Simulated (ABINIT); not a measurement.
TaS2:

```
CELL_PARAMETERS angstrom
3.35000 0.00000 0.00000
-1.67500 2.90119 0.00000
0.00000 0.00000 5.86000
ATOMIC_POSITIONS crystal
Ta 0.00000 0.00000 0.00000
S 0.66667 0.33333 0.75000
S 0.33333 0.66667 0.25000
```

Base run:

```yaml
Program: ABINIT 10.8.3 (patched build)
Functional: PBEsol
Potentials_or_basis: JTH PAW PBE v2.0
Cutoff: 544 eV
k_mesh: 9 × 9 × 5
Occupations: fermi-dirac, width 0.05 eV
Spin: no spin polarisation
```

Its results: band gap on the k mesh none (metal or under the smearing width); pressure 4.4 GPa; largest force 1.010 eV/Å.

Task: After a change of settings the same cell gave: band gap on the k mesh none (metal or under the smearing width); pressure 14.1 GPa; largest force 1.542 eV/Å. Which change was it?
A. k mesh from 9 × 9 × 5 to 7 × 7 × 4
B. functional from PBEsol to PBE; k mesh from 9 × 9 × 5 to 7 × 7 × 4
C. functional from PBEsol to rPW86PBE
D. k mesh from 9 × 9 × 5 to 4 × 4 × 2

Result: C.

Caveats: the PAW data sets were made with another functional, which shifts forces and pressure a little; spin-orbit coupling is left out, which moves the levels of the heavy elements; this functional lacks dispersion, which binds the layers, so the pressure and a relaxed spacing across them are unreliable (some runs).
